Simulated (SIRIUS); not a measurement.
Crystal: NbP.

```
Nb P
1.0
    -1.67492    1.67492    5.74011
     1.67492   -1.67492    5.74011
     1.67492    1.67492   -5.74011
Nb P
2 2
Direct
  0.24988 0.74988 0.50000
  0.49988 0.49988 0.00000
  0.83275 0.33275 0.50000
  0.08275 0.08275 0.00000
```

The cell is a database's computed one.

Base run:

| Quantity | Value |
| --- | --- |
| Program | SIRIUS 7.12.0 |
| Functional | PBEsol |
| Potentials or basis | PseudoDojo 0.4.1 PBEsol standard (scalar relativistic) |
| Cutoff | 1127 eV |
| Density cutoff | 4507 eV |
| k mesh | 11 × 11 × 11 |
| Occupations | fermi-dirac, width 0.05 eV |
| Spin | no spin polarisation |

Its results: band gap on the k mesh 0.00 eV; pressure -6.4 GPa; largest force 0.017 eV/Å.

Task: The run is repeated on the same cell with these changes: potentials or basis from PseudoDojo 0.4.1 PBEsol standard (scalar relativistic) to PseudoDojo 0.4.1 PBE standard (scalar relativistic); k mesh from 11 × 11 × 11 to 5 × 5 × 5. What comes out?

Result: Band gap on the k mesh none (metal or under the smearing width); pressure -5.6 GPa; largest force 0.004 eV/Å.

Caveats: some runs use coarse meshes; an odd mesh through Γ misses points on the zone boundary, where band edges often lie (some runs); the potentials were made for another functional, which shifts forces and pressure (some runs).

Not every run made on this cell is shown here.
